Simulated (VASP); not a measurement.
Set up this calculation in VASP 6.6.1, as the native input.

| Property | Result |
| --- | --- |
| Task | band structure |
| Functional | HSEsol |
| Potentials or basis | VASP PAW PBE potentials, release 64 (Si) |
| Cutoff | 520 eV |
| k mesh | 6 × 6 × 6 |
| Occupations | fermi-dirac, width 0.05 eV |
| Spin | no spin polarisation |
| Grid for exact exchange (PRECFOCK) | Fast |
| Further INCAR settings | ALGO = Normal; EDIFF = 1e-06 |

Crystal: Si.

```
CELL_PARAMETERS angstrom
2.62054 0.00000 0.00000
-1.31027 2.26946 0.00000
0.00000 0.00000 2.46635
ATOMIC_POSITIONS crystal
Si 0.00000 0.00000 0.00000
```

This isn't the form of Si at room conditions, which is diamond.

One way to write it, as run:

POSCAR

```
Si
1.0
    2.6205428149      0.0000000000      0.0000000000
   -1.3102714075      2.2694566494      0.0000000000
    0.0000000000      0.0000000000      2.4663543900
Si
1
Direct
    0.0000000000      0.0000000000      0.0000000000
```

INCAR.step1

```
SYSTEM = Si
PREC = Accurate
ENCUT = 520
EDIFF = 1E-5
ISMEAR = -1
SIGMA = 0.05
LREAL = .False.
LASPH = .True.
NELM = 60
ALGO = Normal
ISIF = 2
LWAVE = .True.
LCHARG = .False.
GGA = PE
```

INCAR.step2

```
SYSTEM = Si
PREC = Accurate
ENCUT = 520
EDIFF = 1E-6
ISMEAR = -1
SIGMA = 0.05
LREAL = .False.
LASPH = .True.
NELM = 60
ALGO = Normal
ISIF = 2
LWAVE = .False.
LCHARG = .False.
GGA = PS
LHFCALC = .True.
HFSCREEN = 0.2
PRECFOCK = Fast
ISTART = 1
```

KPOINTS

```
Automatic mesh
0
Gamma
  6 6 6
  0 0 0
```

KPOINTS_OPT

```
path GMKGALHA,LM,KH
8
line-mode
reciprocal
 0.0000000000  0.0000000000  0.0000000000  G
 0.5000000000  0.0000000000  0.0000000000  M

 0.5000000000  0.0000000000  0.0000000000  M
 0.3333333333  0.3333333333  0.0000000000  K

 0.3333333333  0.3333333333  0.0000000000  K
 0.0000000000  0.0000000000  0.0000000000  G

 0.0000000000  0.0000000000  0.0000000000  G
 0.0000000000  0.0000000000  0.5000000000  A

 0.0000000000  0.0000000000  0.5000000000  A
 0.5000000000  0.0000000000  0.5000000000  L

 0.5000000000  0.0000000000  0.5000000000  L
 0.3333333333  0.3333333333  0.5000000000  H

 0.3333333333  0.3333333333  0.5000000000  H
 0.0000000000  0.0000000000  0.5000000000  A

 0.5000000000  0.0000000000  0.5000000000  L
 0.5000000000  0.0000000000  0.0000000000  M

 0.3333333333  0.3333333333  0.0000000000  K
 0.3333333333  0.3333333333  0.5000000000  H
```

Potentials or basis: VASP PAW PBE potentials, release 64 (Si).

Launch:

```console
$ cat potpaw_PBE.64/Si/POTCAR > POTCAR
$ cp INCAR.step1 INCAR
$ mpirun -np 1 vasp_std > vasp.out
$ cp INCAR.step2 INCAR
$ mpirun -np 1 vasp_std > vasp.out
```

It gave:

| Item | Value |
| --- | --- |
| Pressure | 0.8 GPa |
| Band gap along the path | none (metal or under the smearing width) |

Caveat: the k mesh is coarse (spacing up to 0.46 Å⁻¹), so the values aren't converged, least of all with exact exchange; the PAW data sets were made with another functional, which shifts forces and pressure a little.

Run time: 2.8 min on 1 thread of Intel(R) Xeon(R) Platinum 8259CL CPU @ 2.50GHz (Skylake/Cascade Lake) (shared host), peak memory 0.23 GiB.
